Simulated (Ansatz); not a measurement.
Level of theory: DFT PBE, scalar-relativistic, plane waves, PAW (Ansatz 0.2.0). All cells share a 420 eV cutoff and Γ-centred k meshes spaced at most about 0.3 Å⁻¹ (2π included). No spin polarisation in the final relaxations.

These are static total energies at zero pressure. All come from trial cells, and lower structures may exist.

Task: Order these relaxed structures of LiF by energy, lowest first, with the energy over the lowest of them.
1.

```xyz
6
Lattice="2.9656 0.0000 0.0000 -1.4828 2.5683 0.0000 0.0000 0.0000 7.3527" Properties=species:S:1:pos:R:3 pbc="T T T"
Li   -0.7414    1.2842    2.4509
Li    1.4828    0.0000    0.0000
Li    0.7414    1.2842    4.9018
F     0.7414    1.2842    1.2254
F    -0.7414    1.2842    6.1272
F     1.4828    0.0000    3.6763
```

2.

```xyz
2
Lattice="0.0000 2.0344 2.0344 2.0344 0.0000 2.0344 2.0344 2.0344 0.0000" Properties=species:S:1:pos:R:3 pbc="T T T"
Li    2.0344    2.0344    2.0344
F     0.0000    0.0000    0.0000
```

Result: 2 (0 meV/atom), 1 (57 meV/atom). Forms: 2 rock salt type, Fm-3m; 1 P6_422. Counting F atoms around Li (those within 1.25 times the shortest such distance or 1.15 times the sum of covalent radii): cell 2 has Li 6; cell 1 has Li 4.

Cells relaxed within their symmetry can be saddle points. The Fm-3m cell of LiF came from shaking the P6_422 one. The part of the Crystallography Open Database at hand lists LiF in space group No. 225; sharing a group (Fm-3m) doesn't make a cell the listed structure. Some candidate types were left out of the draw beforehand, so a known form may be missing.
